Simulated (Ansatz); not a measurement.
**Co: changing the fixed moment of the cell**

```yaml
crystal:
  lattice:
    - [2.47056, 0.00000, 0.00000]
    - [-1.23528, 2.13957, 0.00000]
    - [0.00000, 0.00000, 8.08823]
  atoms:
    - { symbol: Co, position: [0.66667, 0.33333, 0.75000] }
    - { symbol: Co, position: [0.00000, 0.00000, 0.50000] }
    - { symbol: Co, position: [0.33333, 0.66667, 0.25000] }
    - { symbol: Co, position: [0.00000, 0.00000, 0.00000] }
```

Kept alike: task single point; functional PBE; k mesh 10 × 10 × 3; occupations fermi-dirac, width 0.05 eV. Program: Ansatz, Ansatz PAW, cutoff 420 eV. The mesh is that of the run's cell of 4 atoms. No spin-orbit coupling.

| fixed moment of cell, M (μB) | pressure (GPa) | largest site moment (μB) | free energy over the lowest row (meV/atom) |
| --- | --- | --- | --- |
| 0 | -8.34 | 0.00 | 183.65 |
| 2 | -6.13 | 0.97 | 158.36 |
| 4 | -3.06 | 1.31 | 97.71 |
| 6 | 2.26 | 1.59 | 0.00 |
| 8 | 12.21 | 2.03 | 107.08 |
| 10 | 27.48 | 2.42 | 677.51 |
| 12 | 50.20 | 2.80 | 1864.94 |

Pressure is positive in compression, with a Pulay correction for the finite cutoff. For a metal such a mesh leaves the last digits unconverged. The runs hold the magnetic state that their start led to, which needn't be the lowest. Site moments count inside each atom's sphere or projector.

Q: What does the fixed moment of the cell change here?

A: The pressure rises from -8.34 to 50.20 GPa between 0 and 12 μB. The largest site moment rises from 0.00 to 2.80 μB between 0 and 12 μB. The free energy is lowest at 6, and 1864.94 meV an atom higher at 12.
